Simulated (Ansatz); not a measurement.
**Relaxation path: In (hcp type)**

DFT, PBEsol, PAW with Ansatz's default frozen-core files, scalar-relativistic (Ansatz 0.2.0); a Γ-centred 13×13×7 k mesh, Fermi–Dirac smearing of 0.1 eV, no spin polarisation. The run relaxes shape and atoms at held volume.

Command: `ansatz run input.yaml --threads 1 --pin off --max-ram 2048MiB --backend cpu --events-out ev --progress --plain --runs-dir out` It took 9.1 s on 1 thread of Arm Neoverse V1, on a shared host, peak memory 0.31 GiB.

```yaml
crystal:
  lattice:
    - [2.6624745749, 0.0, 0.0]
    - [-1.3312372874, 2.3057706188, 0.0]
    - [0.0, 0.0, 4.1987381108]
  atoms:
    - { symbol: In, position: [0.3333333333, 0.6666666667, 0.25] }
    - { symbol: In, position: [0.6666666667, 0.3333333333, 0.75] }
kpoints:
  mp_grid: { grid: [13, 13, 7] }
scf:
  occupations: { method: fermi_dirac, width: 0.1 }
hamiltonian:
  xc: pbesol
  pseudopotentials: { kind: paw }
output:
  forces: true
  stress: true
relax:
  f_tol: 0.005
  max_steps: 30
  cell: { stress_tol: 0.53, fix: [volume] }
```

Each step lists its free energy a cell above the last geometry, the pressure, the cell vectors (Å), and Cartesian positions (Å) with forces (eV/Å).

The first step:

```
step 1  dF = 29.04 meV  P = 177.6 GPa
  cell 2.6625 0.0000 0.0000  -1.3312 2.3058 0.0000  0.0000 0.0000 4.1987
  In 0.0000 1.5372 1.0497   0.0000 0.0000 0.0000
  In 1.3312 0.7686 3.1491   0.0000 0.0000 0.0000
```

The PAW files were made under PBE. The structure type is held throughout; the real material can change phase at far lower pressure.

The symmetry of the start is kept and no stability test is made, so the end need not be the stable phase.

Question: Where does the relaxation end, and by which steps?

Answer: After 4 geometries, with conventional a, b, c = 2.632, 2.632, 4.296 Å, at 12.888 Å³/atom and 176.9 GPa in space group P6_3/mmc, with a shortest distance of 2.631 Å. The further steps:
```
step 2  dF = 3.66 meV  P = 177.0 GPa
  cell 2.6187 0.0000 0.0000  -1.3093 2.2679 0.0000  0.0000 0.0000 4.3403
  In 0.0000 1.5119 1.0851   0.0000 0.0000 0.0000
  In 1.3093 0.7560 3.2552   0.0000 0.0000 0.0000
step 3  dF = 0.65 meV  P = 176.9 GPa
  cell 2.6269 0.0000 0.0000  -1.3135 2.2750 0.0000  0.0000 0.0000 4.3132
  In 0.0000 1.5166 1.0783   0.0000 0.0000 0.0000
  In 1.3135 0.7583 3.2349   0.0000 0.0000 0.0000
step 4  dF = 0.00 meV  P = 176.9 GPa
  cell 2.6323 0.0000 0.0000  -1.3162 2.2796 0.0000  0.0000 0.0000 4.2955
  In 0.0000 1.5198 1.0739   0.0000 0.0000 0.0000
  In 1.3162 0.7599 3.2217   0.0000 0.0000 0.0000
step 5  dF = 0.03 meV  P = 176.9 GPa  (same geometry on a basis chosen anew; earlier energies don't compare to the last digit)
  cell 2.6323 0.0000 0.0000  -1.3162 2.2796 0.0000  0.0000 0.0000 4.2955
  In 0.0000 1.5198 1.0739   0.0000 0.0000 0.0000
  In 1.3162 0.7599 3.2217   0.0000 0.0000 0.0000
```
